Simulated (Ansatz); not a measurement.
Cs: relaxed-ion elastic tensor

The calculation used Ansatz 0.2.0, DFT PBE, scalar-relativistic, plane waves, PAW. Plane waves to 420 eV; Γ-centred k mesh 12×12×12; Fermi-Dirac smearing of 0.15 eV. No spin polarisation.

The cell, relaxed at this level:
```xyz
1
Lattice="0.0000 3.8886 3.9049 3.8723 0.0000 3.9049 3.8723 3.8886 0.0000" Properties=species:S:1:pos:R:3 pbc="T T T"
Cs    0.0000    0.0000    0.0000
```

The structure comes from a generated guess, relaxed at this level; another structure or a mixture of phases may lie lower. In a metal, frequencies and elastic constants depend on the k mesh and the smearing, soft modes and shear constants most. Spin–orbit coupling is left out, which matters for heavy elements.

Question: Give the relaxed-ion elastic constants (GPa, Voigt order xx yy zz yz xz xy, on the Cartesian axes of the cell above).

Answer:
```
2.1 1.8 1.7 0.0 0.0 0.0
1.7 2.1 1.7 0.0 0.0 0.0
1.7 1.7 2.2 0.0 0.0 0.0
0.0 0.0 0.0 1.4 0.0 0.0
0.0 0.0 0.0 0.0 1.4 0.0
0.0 0.0 0.0 0.0 0.0 1.4
```

Question: Is the crystal stable against homogeneous strain?

Answer: Too close to call: the least eigenvalue is 0.4 GPa, within what the k mesh leaves open in a metal.
